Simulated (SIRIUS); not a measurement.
# Au (Im-3m) in SIRIUS: equation of state

How stiff is Au in PBEsol, and what volume does it want? The cell is scaled to several volumes.

Everything below comes from runs of SIRIUS 7.12.0. Logs are shortened: lines on timing, memory, paths and dates and some standing lists are left out, and cuts for length are marked. The log counts tension as positive stress, the text compression.

### 1 Starting point

The structure is cubic, space group Im-3m (No. 229). Conventional cell: a = 3.315 Å, b = 3.315 Å, c = 3.315 Å, α = 90.00°, β = 90.00°, γ = 90.00°. Au (site symmetry m-3m) has 8 Au at 2.87 Å as nearest neighbours.

This isn't the form of Au at room conditions, which is fcc.

### 2 Equation of state, PBEsol, 17.11 Å³/atom (volume scaled by 0.94)

sirius.json reads:

```json
{
  "control": {
    "processing_unit": "cpu",
    "std_evp_solver_name": "lapack",
    "gen_evp_solver_name": "lapack",
    "verbosity": 2,
    "print_forces": false,
    "ortho_rf": true,
    "use_second_variation": true,
    "rmt_max": 3.0,
    "num_bands_to_print": 24,
    "save_wf": true
  },
  "parameters": {
    "electronic_structure_method": "full_potential_lapwlo",
    "xc_functionals": ["XC_GGA_X_PBE_SOL", "XC_GGA_C_PBE_SOL"],
    "core_relativity": "dirac",
    "valence_relativity": "iora",
    "num_fv_states": 25,
    "smearing": "fermi_dirac",
    "smearing_width": 0.0018374661,
    "pw_cutoff": 20,
    "gk_cutoff": 3.52,
    "lmax_apw": 11,
    "lmax_rho": 8,
    "lmax_pot": 8,
    "num_mag_dims": 0,
    "auto_rmt": 0,
    "ngridk": [11, 11, 11],
    "shiftk": [0, 0, 0],
    "num_dft_iter": 80,
    "energy_tol": 1e-07,
    "density_tol": 1e-05,
    "use_symmetry": true
  },
  "settings": {"tol_ne": 1e-10},
  "iterative_solver": {"type": "exact"},
  "mixer": {"type": "anderson", "beta": 0.5, "max_history": 8},
  "unit_cell": {
    "lattice_vectors": [
      [-3.067852616, 3.067852616, 3.067852616],
      [3.067852616, -3.067852616, 3.067852616],
      [3.067852616, 3.067852616, -3.067852616]
    ],
    "atom_types": ["Au"],
    "atom_files": {"Au": "Au.json"},
    "atoms": {"Au": [[0.0, 0.0, 0.0]]}
  }
}
```

Au.json reads:

```json
{
  "name": "gold",
  "symbol": "Au",
  "number": 79,
  "mass": 196.966569,
  "rmin": 1e-06,
  "rmt": 2.61,
  "nrmt": 800,
  "rinf": 13.44,
  "core": "1s2s2p3s3p3d4s4p4d",
  "valence": [
    {"basis": [{"enu": 0.12, "dme": 0, "n": 0, "auto": 0}, {"enu": 0.12, "dme": 1, "n": 0, "auto": 0}]},
    {"l": 0, "n": 1, "basis": [{"enu": 0.22, "dme": 0, "n": 0, "auto": 0}]},
    {"l": 1, "n": 2, "basis": [{"enu": 0.22, "dme": 0, "n": 0, "auto": 0}]},
    {"l": 2, "n": 3, "basis": [{"enu": 0.22, "dme": 0, "n": 0, "auto": 0}]},
    {"l": 3, "n": 4, "basis": [{"enu": 0.22, "dme": 0, "n": 0, "auto": 0}]},
    {"l": 4, "n": 5, "basis": [{"enu": 0.22, "dme": 0, "n": 0, "auto": 0}]}
  ],
  "lo": [
    {"l": 0, "basis": [{"enu": 0.22, "dme": 0, "n": 0, "auto": 0}, {"enu": 0.22, "dme": 1, "n": 0, "auto": 0}]},
    {
      "l": 0,
      "basis": [{"enu": -3.5344, "dme": 0, "n": 5, "auto": 1}, {"enu": -3.5344, "dme": 1, "n": 5, "auto": 1}]
    },
    {
      "l": 0,
      "basis": [{"enu": -3.5344, "dme": 1, "n": 5, "auto": 1}, {"enu": 0.22, "dme": 0, "n": 0, "auto": 0}]
    },
    {"l": 0, "basis": [{"enu": 0.22, "dme": 0, "n": 0, "auto": 0}, {"enu": 2.5688, "dme": 0, "n": 0, "auto": 0}]},
    {"l": 1, "basis": [{"enu": 0.22, "dme": 0, "n": 0, "auto": 0}, {"enu": 0.22, "dme": 1, "n": 0, "auto": 0}]},
    {
      "l": 1,
      "basis": [{"enu": -1.7579, "dme": 0, "n": 5, "auto": 1}, {"enu": -1.7579, "dme": 1, "n": 5, "auto": 1}]
    },
    {
      "l": 1,
      "basis": [{"enu": -1.7579, "dme": 1, "n": 5, "auto": 1}, {"enu": 0.22, "dme": 0, "n": 0, "auto": 0}]
    },
    {"l": 1, "basis": [{"enu": 0.22, "dme": 0, "n": 0, "auto": 0}, {"enu": 2.9211, "dme": 0, "n": 0, "auto": 0}]},
    {"l": 2, "basis": [{"enu": 0.22, "dme": 0, "n": 0, "auto": 0}, {"enu": 0.22, "dme": 1, "n": 0, "auto": 0}]},
    {"l": 2, "basis": [{"enu": 0.22, "dme": 1, "n": 0, "auto": 0}, {"enu": 0.22, "dme": 2, "n": 0, "auto": 0}]},
    {"l": 2, "basis": [{"enu": 0.22, "dme": 0, "n": 0, "auto": 0}, {"enu": 2.51, "dme": 0, "n": 0, "auto": 0}]},
    {"l": 3, "basis": [{"enu": 0.22, "dme": 0, "n": 0, "auto": 0}, {"enu": 0.22, "dme": 1, "n": 0, "auto": 0}]},
    {
      "l": 3,
      "basis": [{"enu": -2.5691, "dme": 0, "n": 4, "auto": 1}, {"enu": -2.5691, "dme": 1, "n": 4, "auto": 1}]
    },
    {
      "l": 3,
      "basis": [{"enu": -2.5691, "dme": 1, "n": 4, "auto": 1}, {"enu": 0.22, "dme": 0, "n": 0, "auto": 0}]
    },
    {"l": 3, "basis": [{"enu": 0.22, "dme": 0, "n": 0, "auto": 0}, {"enu": 3.6257, "dme": 0, "n": 0, "auto": 0}]},
    {"l": 4, "basis": [{"enu": 0.22, "dme": 0, "n": 0, "auto": 0}, {"enu": 0.22, "dme": 1, "n": 0, "auto": 0}]},
    {"l": 4, "basis": [{"enu": 0.22, "dme": 0, "n": 0, "auto": 0}, {"enu": 3.0385, "dme": 0, "n": 0, "auto": 0}]}
  ],
  "free_atom": [... radial grid and density of the free atom, the start of the SCF ...]
}
```

sirius_start.json reads:

```json
{
  "control": {
    "processing_unit": "cpu",
    "std_evp_solver_name": "lapack",
    "gen_evp_solver_name": "lapack",
    "verbosity": 1,
    "print_forces": false,
    "ortho_rf": true,
    "use_second_variation": true,
    "rmt_max": 3.0,
    "num_bands_to_print": 24,
    "save_wf": false
  },
  "parameters": {
    "electronic_structure_method": "full_potential_lapwlo",
    "xc_functionals": ["XC_LDA_X", "XC_LDA_C_PW"],
    "core_relativity": "dirac",
    "valence_relativity": "iora",
    "num_fv_states": 25,
    "smearing": "fermi_dirac",
    "smearing_width": 0.0055123983,
    "pw_cutoff": 20,
    "gk_cutoff": 2.82,
    "lmax_apw": 11,
    "lmax_rho": 8,
    "lmax_pot": 8,
    "num_mag_dims": 0,
    "auto_rmt": 0,
    "ngridk": [4, 4, 4],
    "shiftk": [0, 0, 0],
    "num_dft_iter": 30,
    "energy_tol": 0.01,
    "density_tol": 0.05,
    "use_symmetry": true
  },
  "settings": {"tol_ne": 1e-10},
  "iterative_solver": {"type": "exact"},
  "mixer": {"type": "anderson", "beta": 0.5, "max_history": 8},
  "unit_cell": {
    "lattice_vectors": [
      [-3.067852616, 3.067852616, 3.067852616],
      [3.067852616, -3.067852616, 3.067852616],
      [3.067852616, 3.067852616, -3.067852616]
    ],
    "atom_types": ["Au"],
    "atom_files": {"Au": "Au.json"},
    "atoms": {"Au": [[0.0, 0.0, 0.0]]}
  }
}
```

Potentials or basis: all-electron FP-LAPW, apw+lo standard.

The run is started by

```console
> OMP_NUM_THREADS=1 sirius.scf --input=sirius_start.json --output=start.json
> OMP_NUM_THREADS=1 sirius.scf --input=sirius.json --output=output.json --task=1
```

The log of the run:

```text
[info] SIRIUS version : 7.12.0
[info] number of MPI ranks           : 1
[info] MPI grid                      : 1 1
[info] maximum number of OMP threads : 1
[fft] FFT context for density and potential
[fft] =====================================
[fft]   plane wave cutoff                     : 20
[fft]   grid size                             : 36 36 36   total : 46656
[fft]   grid limits                           : -17 18   -17 18   -17 18
[fft]   number of G-vectors within the cutoff : 15587
[fft]   number of G-shells                    : 423
[fft] FFT context for coarse grid
[fft] =====================================
[fft]   plane wave cutoff                     : 7.04
[fft]   grid size                             : 15 15 15   total : 3375
[fft]   grid limits                           : -7 7   -7 7   -7 7
[fft]   number of G-vectors within the cutoff : 675
[fft]   number of G-shells                    : 28
[unit cell] lattice vectors
[unit cell]   a1 :      -3.0678526160      3.0678526160      3.0678526160
[unit cell]   a2 :       3.0678526160     -3.0678526160      3.0678526160
[unit cell]   a3 :       3.0678526160      3.0678526160     -3.0678526160
[unit cell] reciprocal lattice vectors
[unit cell]   b1 :      -0.0000000000      1.0240363690      1.0240363690
[unit cell]   b2 :       1.0240363690     -0.0000000000      1.0240363690
[unit cell]   b3 :       1.0240363690      1.0240363690     -0.0000000000
[unit cell] unit cell volume :       115.49507529 [a.u.^3]
[unit cell] 1/sqrt(omega)    :         0.09305040
[unit cell] MT volume        :        74.47493474 (64.48%)
[unit cell] IT volume        :        41.02014055 (35.52%)
[unit cell] number of atom types : 1
[unit cell] type id : 0 symbol : Au mt_radius :   2.610000 num_atoms : 1
[unit cell] total number of atoms : 1
[unit cell] number of symmetry classes : 1
[unit cell] atom id  type id  class id             position                      vector_field
[unit cell] ------------------------------------------------------------------------------------------
[unit cell]      0        0        0      0.00000   0.00000   0.00000      0.00000   0.00000   0.00000
[unit cell] atom id         position (Cartesian, a.u.)
[unit cell] ---------------------------------------------
[unit cell]      0       0.000000    0.000000    0.000000
[unit cell] class id : 0 atom id : 0
[unit cell] minimum bond length:     5.313677
[... 317 lines left out ...]
[diagonalize] ik:    0   -3.564143   -2.571380   -2.570790   -2.570790   -2.570790   -2.570245   -2.570245   -2.570245   -1.771435   -1.771435   -1.771435   -0.050443    0.135759    0.135759    0.135759    0.207351    0.207351    0.915086    0.915086    0.915086    1.203360    1.203360    1.203360    1.226016
[diagonalize] ik:    1   -3.564105   -2.571384   -2.570789   -2.570788   -2.570788   -2.570247   -2.570245   -2.570245   -1.772103   -1.771678   -1.771428   -0.039315    0.132195    0.135980    0.143659    0.203230    0.207625    0.912445    0.916952    0.929339    1.111659    1.114201    1.164894    1.266154
[diagonalize] ik:    2   -3.564003   -2.571393   -2.570787   -2.570784   -2.570782   -2.570252   -2.570247   -2.570245   -1.773876   -1.772325   -1.771408   -0.008635    0.122978    0.136474    0.166292    0.196540    0.208637    0.854478    0.898058    0.968963    1.046024    1.074441    1.078279    1.285844
[diagonalize] ik:    3   -3.563868   -2.571405   -2.570784   -2.570779   -2.570776   -2.570260   -2.570249   -2.570246   -1.776180   -1.773169   -1.771381    0.028646    0.111587    0.146105    0.196097    0.199717    0.210600    0.722562    0.845175    0.971190    1.024718    1.057122    1.123551    1.248839
[diagonalize] ik:    4   -3.563744   -2.571416   -2.570782   -2.570774   -2.570769   -2.570266   -2.570252   -2.570247   -1.778284   -1.773941   -1.771357    0.046420    0.101707    0.187150    0.206407    0.213038    0.235810    0.582236    0.795787    0.882274    1.081066    1.083382    1.194808    1.213845
[diagonalize] ...
[diagonalize] ik:   51   -3.563389   -2.571452   -2.570765   -2.570763   -2.570759   -2.570267   -2.570264   -2.570259   -1.778185   -1.777212   -1.775438    0.083860    0.089969    0.170233    0.217074    0.247165    0.468441    0.495841    0.591900    0.854955    0.943109    0.950748    1.219101    1.336306
[diagonalize] ik:   52   -3.563402   -2.571451   -2.570763   -2.570762   -2.570762   -2.570265   -2.570262   -2.570262   -1.777256   -1.776640   -1.776640    0.084437    0.087130    0.203920    0.203920    0.227430    0.358334    0.647876    0.647876    0.752873    0.889965    1.020365    1.244855    1.404609
[diagonalize] ik:   53   -3.563339   -2.571457   -2.570762   -2.570759   -2.570759   -2.570266   -2.570263   -2.570263   -1.777973   -1.777133   -1.776690    0.075103    0.078669    0.210804    0.218120    0.248417    0.441198    0.551410    0.603003    0.775957    0.902873    0.945058    1.227640    1.415210
[diagonalize] ik:   54   -3.563308   -2.571461   -2.570759   -2.570759   -2.570758   -2.570265   -2.570265   -2.570263   -1.777783   -1.777783   -1.776835    0.071729    0.071729    0.214590    0.244203    0.244203    0.504136    0.539724    0.539724    0.769435    0.908402    0.908402    1.220805    1.434175
[diagonalize] ik:   55   -3.563278   -2.571464   -2.570758   -2.570758   -2.570758   -2.570266   -2.570265   -2.570265   -1.777720   -1.777634   -1.777634    0.065564    0.066494    0.243047    0.243047    0.247414    0.500725    0.556167    0.556167    0.701705    0.896785    0.906700    1.215410    1.531721
[generate_core_charge_density] atom class : 0
[generate_core_charge_density]   n,l,k : 1 0 1  energy :       -2962.71576957
[generate_core_charge_density]   n,l,k : 2 0 1  energy :        -522.01766481
[generate_core_charge_density]   n,l,k : 2 1 1  energy :        -500.54257967
[generate_core_charge_density]   n,l,k : 2 1 2  energy :        -433.10671237
[generate_core_charge_density]   n,l,k : 3 0 1  energy :        -122.88812899
[generate_core_charge_density]   n,l,k : 3 1 1  energy :        -113.24308261
[generate_core_charge_density]   n,l,k : 3 1 2  energy :         -98.36206933
[generate_core_charge_density]   n,l,k : 3 2 2  energy :         -82.36432351
[generate_core_charge_density]   n,l,k : 3 2 3  energy :         -79.16542840
[generate_core_charge_density]   n,l,k : 4 0 1  energy :         -26.34361514
[generate_core_charge_density]   n,l,k : 4 1 1  energy :         -22.23301839
[generate_core_charge_density]   n,l,k : 4 1 2  energy :         -18.66055623
[generate_core_charge_density]   n,l,k : 4 2 2  energy :         -11.93967843
[generate_core_charge_density]   n,l,k : 4 2 3  energy :         -11.27436296
[find] Total energy                   :  -19042.65739521 (Ha),  -38085.31479042 (Ry)
[find] iteration : 1, RMS (target) : 1.8834e-01 (1.0000e-05) , energy difference (target) : -4.6614e-06 (1.0000e-07)
[find] Total energy                   :  -19042.65746125 (Ha),  -38085.31492250 (Ry)
[... 21 lines left out ...]
[find] valence_eval_sum               :     -51.53876586
[find] core_eval_sum                  :  -11659.69828541
[find] kinetic energy                 :   21876.99064410
[find] enuc                           :  -24002.58232447
[find] <rho|V^{XC}>                   :    -474.50051553
[find] <rho|E^{XC}>                   :    -360.20216296
[find] <mag|B^{XC}>                   :       0.00000000
[find] <rho|V^{H}>                    :  -33113.72717985
[find] smearing (-TS)                 :      -0.00019906
[find] SCF correction                 :      -0.00000159
[find] Total energy                   :  -19042.65743485 (Ha),  -38085.31486969 (Ry)
[find] Free energy (E-TS)             :  -19042.65763391 (Ha),  -38085.31526782 (Ry)
[find] band gap (eV)                  :       0.00000000
[find] Efermi                         :       0.32416021
[find] iteration : 8, RMS (target) : 1.2521e-06 (1.0000e-05) , energy difference (target) : 5.6029e-08 (1.0000e-07)
[find] converged after 9 SCF iterations!
[find] Charges and magnetic moments
[find] --------------------------------------------------------------------------------
[find] atom      charge    core leakage
[find] --------------------------------------------------------------------------------
[find]    0   77.790889    1.253263e-08
[find] total core leakage    : 1.25326314e-08
[find] interstitial charge   : 1.209108
[find] total charge          : 78.999997
[find] Energy
[find] --------------------------------------------------------------------------------
[find] valence_eval_sum               :     -51.53876586
[find] core_eval_sum                  :  -11659.69828541
[find] kinetic energy                 :   21876.99064410
[find] enuc                           :  -24002.58232447
[find] <rho|V^{XC}>                   :    -474.50051553
[find] <rho|E^{XC}>                   :    -360.20216296
[find] <mag|B^{XC}>                   :       0.00000000
[find] <rho|V^{H}>                    :  -33113.72717985
[find] smearing (-TS)                 :      -0.00019906
[find] SCF correction                 :      -0.00000159
[find] Total energy                   :  -19042.65743485 (Ha),  -38085.31486969 (Ry)
[find] Free energy (E-TS)             :  -19042.65763391 (Ha),  -38085.31526782 (Ry)
[find] band gap (eV)                  :       0.00000000
[find] Efermi                         :       0.32416021
```

Wall time 49 s (1 thread of Arm Neoverse V1, shared host); peak memory 0.34 GiB.

Results:

| Quantity | Value |
| --- | --- |
| Free energy | -518177.1120 eV |
| Band gap on the k mesh | none (metal or under the smearing width) |
| All electrons inside the program's atomic spheres | Au 77.79 (radii Au 2.61 bohr) |

(Continued in part 2 of 3.)
